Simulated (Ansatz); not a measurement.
Something may be wrong with this Ansatz 0.2.0 calculation of W.

The input run.py:

```python
import json

import ase.io
import numpy as np

import ansatz as az

atoms = ase.io.read("W.xyz")

calculation = (
    az.Crystal.from_ase(atoms)
    .calculation()
    .kpoints(1, 1, 1)
    .functional("pbe")
    .pseudopotentials(kind="nc", accuracy="stringent")
    .scf(max_iterations=50, extra_bands=6)
    .occupations(method="fermi_dirac", width=0.05)
    .density_of_states(energy_step=0.05, projected=True, nscf_kmesh=(17, 17, 17))
    .forces()
    .stress()
    .band_table(publish=True)
)
outcome = calculation.run(threads=2, events_out="events.jsonl")

report = outcome.report
for line in open("events.jsonl"):
    event = json.loads(line)
    if event["event"] == "scf_iter":
        d = event["data"]
        print(f"SCF {d['iter']:3d}  HF = {d['harris_foulkes_ev']:.6f} eV  dr2 = {d['dr2_ev']:.2e} eV")
    elif event["event"] in ("relax_step", "md_step"):
        d = event["data"]
        print(f"{event['event']} {d['step']:3d}  E = {d['lagrangian_ev']:.6f} eV")
np.set_printoptions(precision=5, suppress=True, linewidth=110)
print("converged:", report["converged"], "after", report["n_iterations"], "iterations")
print(f"free energy {report['free_energy_ev']:.6f} eV, Fermi level {report['fermi_energy_ev']:.4f} eV")
for key in ("band_edges_ev", "magnetization_mub", "site_moments_mub", "site_moments_nc_mub", "forces_ev_ang",
                "stress_gpa"):
    if report.get(key) is not None:
        print(key, np.array(report[key]), sep="\n")
```

W.xyz

```xyz
1
Lattice="0.0000000000 2.0300000000 2.0300000000 2.0300000000 0.0000000000 2.0300000000 2.0300000000 2.0300000000 0.0000000000" Properties=species:S:1:pos:R:3 pbc="T T T"
W      0.0000000000      0.0000000000      0.0000000000
```

Potentials or basis: PseudoDojo stringent.

Launch:

```bash
$ python run.py
```

Output:

```text
DeckWarning: basis.ecutwfc = 1006.821291 eV, auto-derived from the records' recommended cutoffs: set by W (normal level)
DeckWarning: The stringent table, which hamiltonian.pseudopotentials names, holds the potential of the library's standard table for W (one content_sha256, or a second file that the publisher made of the same generator input, which states another). The run takes no other species from the library, so that hamiltonian.pseudopotentials.accuracy: standard would change no potential of it. The deck needs no change, but a comparison with [...]
PlacementWarning: RAYON_NUM_THREADS=2 ignored (pool sized by the plan → 2); use plan(threads=…)
SCF   1  HF = -2064.770422 eV  dr2 = 7.79e-01 eV
SCF   2  HF = -2064.739007 eV  dr2 = 1.77e-01 eV
SCF   3  HF = -2064.757715 eV  dr2 = 4.95e-04 eV
SCF   4  HF = -2064.758130 eV  dr2 = 2.96e-05 eV
SCF   5  HF = -2064.758174 eV  dr2 = 3.56e-07 eV
SCF   6  HF = -2064.758174 eV  dr2 = 1.52e-08 eV
converged: True after 6 iterations
free energy -2064.758174 eV, Fermi level 20.8879 eV
magnetization_mub
0.0
forces_ev_ang
[[-0.  0.  0.]]
stress_gpa
[[85.25484  0.      -0.     ]
 [-0.      85.25484 -0.     ]
 [-0.      -0.      85.25484]]
```

Problem. Diagnose the run.

Solution. The calculation finished and met its thresholds. The input holds a flaw that was put in on purpose: one k-point for a small cell (kpoints.mp_grid.grid = 1 × 1 × 1). The program doesn't stop on it, so the numbers can't be trusted though the run ends normally.
